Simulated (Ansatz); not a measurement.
# Li8Nb8HO24: the cost of one run

Computed with Ansatz 0.2.0 (DFT PBE, scalar-relativistic, plane waves, PAW, unless a step's input says otherwise).

3 further runs of the same task are left out: 3 set aside as unsound or not needed.

### 1 The system as given

The structure is trigonal, space group R3c (No. 161). The conventional cell has a = 5.190 Å, b = 5.190 Å, c = 14.014 Å, α = 90.00°, β = 90.00°, γ = 120.00°. Around Li (site symmetry 3) lie 6 O at 2.08 to 2.27 Å. Around Nb (site symmetry 3) lie 6 O at 1.88 to 2.16 Å. O (site symmetry 1) has 2 Nb at 1.88 to 2.16 Å and 2 Li at 2.08 to 2.27 Å in its first shell of neighbours.

Coordinates:

```cif
data_structure
_symmetry_space_group_name_H-M 'P 1'
_symmetry_Int_Tables_number 1
_cell_length_a 5.5498
_cell_length_b 5.5498
_cell_length_c 5.5498
_cell_angle_alpha 55.750
_cell_angle_beta 55.750
_cell_angle_gamma 55.750
_cell_volume 108.95
loop_
_atom_site_label
_atom_site_type_symbol
_atom_site_fract_x
_atom_site_fract_y
_atom_site_fract_z
_atom_site_occupancy
Li1 Li 0.28160 0.28160 0.28160 1
Li2 Li 0.78160 0.78160 0.78160 1
Nb1 Nb 0.00045 0.00045 0.00045 1
Nb2 Nb 0.50045 0.50045 0.50045 1
O1 O 0.11044 0.35817 0.72115 1
O2 O 0.72115 0.11044 0.35817 1
O3 O 0.35817 0.72115 0.11044 1
O4 O 0.22115 0.85817 0.61044 1
O5 O 0.85817 0.61044 0.22115 1
O6 O 0.61044 0.22115 0.85817 1
```

This cell was relaxed beforehand with the same method: volume 10.90 Å³/atom, gap on the mesh 3.57 eV.

The perfect supercell (rows -1 1 1; 1 -1 1; 1 1 -1 in vectors of this cell) comes from an earlier run at this level (40 atoms, E(σ→0) -51717.9389 eV, gap 3.59 eV on its own mesh).

### 2 The defect cell

The extra atom is put at (0.146, 0.146, 0.125) of the supercell, the middle of a void of radius 1.89 Å. A small random displacement (spread 0.05 Å) lets the symmetry of the site break. Its neighbours are 1 O at 1.89 Å, 1 Nb at 1.94 Å, 1 O at 1.97 Å, 1 Li at 2.00 Å, 1 O at 2.07 Å, 1 O at 2.24 Å.

### 3 Relaxation at the host's cell

Input file input.yaml:

```yaml
crystal:
  lattice:
    - [-5.1895018741, -2.996160304, 4.67149225]
    - [5.1895018741, -2.996160304, 4.67149225]
    - [0.0, 5.992320608, 4.67149225]
  atoms:
    - { symbol: Li, position: [0.2864702245, 0.2800286304, 0.290941837], spin: 0.143 }
    - { symbol: Li, position: [0.7816005538, 0.7816005538, 0.2816005538] }
    - { symbol: Li, position: [0.7816005538, 0.2816005538, 0.7816005538] }
    - { symbol: Li, position: [0.2816005538, 0.7816005538, 0.7816005538] }
    - { symbol: Li, position: [0.7816005538, 0.7816005538, 0.7816005538] }
    - { symbol: Li, position: [0.2816005538, 0.2816005538, 0.7816005538] }
    - { symbol: Li, position: [0.2816005538, 0.7816005538, 0.2816005538] }
    - { symbol: Li, position: [0.7816005538, 0.2816005538, 0.2816005538] }
    - { symbol: Nb, position: [-0.0038567924, 0.0012122372, -0.005353812], spin: 0.143 }
    - { symbol: Nb, position: [0.500454885, 0.500454885, 0.000454885] }
    - { symbol: Nb, position: [0.500454885, 0.000454885, 0.500454885] }
    - { symbol: Nb, position: [0.000454885, 0.500454885, 0.500454885] }
    - { symbol: Nb, position: [0.500454885, 0.500454885, 0.500454885] }
    - { symbol: Nb, position: [0.000454885, 0.000454885, 0.500454885] }
    - { symbol: Nb, position: [0.000454885, 0.500454885, 0.000454885] }
    - { symbol: Nb, position: [0.500454885, 0.000454885, 0.000454885] }
    - { symbol: O, position: [0.5396579775, 0.4157946282, 0.2343069556] }
    - { symbol: O, position: [0.0381206418, 0.9180893884, 0.2276640771], spin: 0.143 }
    - { symbol: O, position: [0.0396579775, 0.4157946282, 0.7343069556] }
    - { symbol: O, position: [0.5396579775, 0.9157946282, 0.7343069556] }
    - { symbol: O, position: [0.2343069556, 0.5396579775, 0.4157946282] }
    - { symbol: O, position: [0.7343069556, 0.0396579775, 0.4157946282] }
    - { symbol: O, position: [0.7343069556, 0.5396579775, 0.9157946282] }
    - { symbol: O, position: [0.2324184126, 0.0273326321, 0.913034038], spin: 0.143 }
    - { symbol: O, position: [0.4157946282, 0.2343069556, 0.5396579775] }
    - { symbol: O, position: [0.9157946282, 0.7343069556, 0.5396579775] }
    - { symbol: O, position: [0.9216115289, 0.2337265925, 0.0425731173], spin: 0.143 }
    - { symbol: O, position: [0.4157946282, 0.7343069556, 0.0396579775] }
    - { symbol: O, position: [0.7343069556, 0.4157946282, 0.5396579775] }
    - { symbol: O, position: [0.2343069556, 0.9157946282, 0.5396579775] }
    - { symbol: O, position: [0.2315243913, 0.4177707255, 0.0375900228], spin: 0.143 }
    - { symbol: O, position: [0.7343069556, 0.9157946282, 0.0396579775] }
    - { symbol: O, position: [0.4157946282, 0.5396579775, 0.7343069556] }
    - { symbol: O, position: [0.9157946282, 0.0396579775, 0.7343069556] }
    - { symbol: O, position: [0.9157946282, 0.5396579775, 0.2343069556] }
    - { symbol: O, position: [0.4157946282, 0.0396579775, 0.2343069556] }
    - { symbol: O, position: [0.5396579775, 0.7343069556, 0.4157946282] }
    - { symbol: O, position: [0.0396579775, 0.2343069556, 0.4157946282] }
    - { symbol: O, position: [0.0396579775, 0.7343069556, 0.9157946282] }
    - { symbol: O, position: [0.5396579775, 0.2343069556, 0.9157946282] }
    - { symbol: H, position: [0.1379496975, 0.1432920769, 0.1224867019], spin: 0.143 }
  host:
    lattice:
      - [2.5947509371, 1.498080152, 4.67149225]
      - [-2.5947509371, 1.498080152, 4.67149225]
      - [0.0, -2.996160304, 4.67149225]
    atoms:
      - { symbol: Li, position: [0.2816005538, 0.2816005538, 0.2816005538] }
      - { symbol: Li, position: [0.7816005538, 0.7816005538, 0.7816005538] }
      - { symbol: Nb, position: [0.000454885, 0.000454885, 0.000454885] }
      - { symbol: Nb, position: [0.500454885, 0.500454885, 0.500454885] }
      - { symbol: O, position: [0.1104436063, 0.3581703048, 0.7211456501] }
      - { symbol: O, position: [0.7211456501, 0.1104436063, 0.3581703048] }
      - { symbol: O, position: [0.3581703048, 0.7211456501, 0.1104436063] }
      - { symbol: O, position: [0.2211456501, 0.8581703048, 0.6104436063] }
      - { symbol: O, position: [0.8581703048, 0.6104436063, 0.2211456501] }
      - { symbol: O, position: [0.6104436063, 0.2211456501, 0.8581703048] }
basis:
  ecutwfc: 420
  xc_grid: 2
kpoints:
  mp_grid: { grid: [2, 2, 2], shift: [0.0, 0.0, 0.0] }
hamiltonian:
  xc: pbe
scf:
  occupations: { method: gaussian, width: 0.01 }
output:
  forces: true
  stress: false
  eigenvalues: true
  populations: true
  charged_corrections: { defect_position: [0.14583333, 0.14583333, 0.125] }
magnetization:
  spin_polarized: true
relax:
  adjacent_minimum: "off"
  f_tol: 0.025
  max_steps: 60
```

Started as:

```console
$ ansatz run input.yaml --threads 8 --pin off --max-ram 22528MiB --backend cpu --events-out ev --progress --plain --runs-dir out
```

**Question.** How long does this run take on 8 threads of Intel Xeon at 2.50GHz (Skylake/Cascade Lake), shared host, and how much memory does it need?

About 3.1 min, with a peak of 3.2 GiB.
